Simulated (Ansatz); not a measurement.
# Ti12HN12: the cost of one run

Program: Ansatz 0.2.0. Level of theory: DFT PBE+D3(BJ), scalar-relativistic, plane waves, PAW. These are calculated values, not measurements.

3 further runs of the same task are left out: 1 for a known fault of the program, 2 set aside as unsound or not needed. Runs told in other sessions of the task aren't counted.

## 1. The system as given

Symmetry: Fm-3m, No. 225, cubic system. The conventional cell has a = 4.205 Å, b = 4.205 Å, c = 4.205 Å, α = 90.00°, β = 90.00°, γ = 90.00°. Around Ti (site symmetry m-3m) lie 6 N at 2.10 Å. N (site symmetry m-3m) is surrounded by 6 Ti at 2.10 Å.

Structure file:

```
Ti N
1.0
     0.00000    2.10271    2.10271
     2.10271    0.00000    2.10271
     2.10271    2.10271    0.00000
Ti N
1 1
Direct
  0.00000 0.00000 0.00000
  0.50000 0.50000 0.50000
```

It is the result of an earlier relaxation at this level (volume 9.30 Å³/atom; gap on the mesh: none (metal)).

## 2. The grid

Atoms count from 1 in the order of the input.

H is moved over the surface cell at a fixed height above a rigid substrate; the origin of the map has the adsorbate above N21; the height is held at 2.80 Å.

First coordinate, position of H25 along the first surface vector, from above N21: 6 values from 0.000 to 0.833, periodic. Second coordinate, position of H25 along the second surface vector, from above N21: 6 values from 0.000 to 0.833, periodic.

Nothing else is relaxed. Points are written as (first, second).

The two vectors of the plane (Å): (2.974, 0.000, 0.000); (0.000, 2.974, 0.000).

## 3. The run at (0/6, 0/6) of the map's two axes

The cell repeats along c, and a dipole correction in the vacuum removes the field between the copies.

File input.yaml:

```yaml
crystal:
  lattice:
    - [5.9473589866, 0.0, 0.0]
    - [0.0, 5.9473589866, 0.0]
    - [0.0, 0.0, 21.6533569277]
  atoms:
    - { symbol: Ti, position: [0.25, 0.25, 0.1847288628] }
    - { symbol: Ti, position: [0.25, 0.75, 0.1847288628] }
    - { symbol: Ti, position: [0.75, 0.25, 0.1847288628] }
    - { symbol: Ti, position: [0.75, 0.75, 0.1847288628] }
    - { symbol: "N", position: [0.0, 0.0, 0.1847288628] }
    - { symbol: "N", position: [0.0, 0.5, 0.1847288628] }
    - { symbol: "N", position: [0.5, 0.0, 0.1847288628] }
    - { symbol: "N", position: [0.5, 0.5, 0.1847288628] }
    - { symbol: Ti, position: [0.0, 0.0, 0.2801771125] }
    - { symbol: Ti, position: [0.0, 0.5, 0.2801771125] }
    - { symbol: Ti, position: [0.5, 0.0, 0.2801771125] }
    - { symbol: Ti, position: [0.5, 0.5, 0.2801771125] }
    - { symbol: "N", position: [0.25, 0.25, 0.2786780157] }
    - { symbol: "N", position: [0.25, 0.75, 0.2786780157] }
    - { symbol: "N", position: [0.75, 0.25, 0.2786780157] }
    - { symbol: "N", position: [0.75, 0.75, 0.2786780157] }
    - { symbol: Ti, position: [0.25, 0.25, 0.3715894834] }
    - { symbol: Ti, position: [0.25, 0.75, 0.3715894834] }
    - { symbol: Ti, position: [0.75, 0.25, 0.3715894834] }
    - { symbol: Ti, position: [0.75, 0.75, 0.3715894834] }
    - { symbol: "N", position: [0.0, 0.0, 0.3811583098] }
    - { symbol: "N", position: [0.0, 0.5, 0.3811583098] }
    - { symbol: "N", position: [0.5, 0.0, 0.3811583098] }
    - { symbol: "N", position: [0.5, 0.5, 0.3811583098] }
    - { symbol: H, position: [0.0, 0.0, 0.5104685137] }
basis:
  ecutwfc: 420
kpoints:
  mp_grid: { grid: [5, 5, 1] }
hamiltonian:
  xc: pbe
  pseudopotentials: { kind: paw, azcp: { folder: soft_1 } }
  dispersion: d3bj
scf:
  occupations: { method: gaussian, width: 0.1 }
output:
  forces: true
  eigenvalues: true
efield:
  axis: 3
  dipole_correction: true
  ramp_width: 0.04
```

Run with:

```sh
ansatz run input.yaml --threads 4 --pin off --max-ram 12288MiB --backend cpu --events-out ev --progress --plain --runs-dir out
```

**Question.** How long does this run take on 4 threads of Arm Neoverse V2, shared host, and how much memory does it need?

About 52 s, with a peak of 2 GiB.
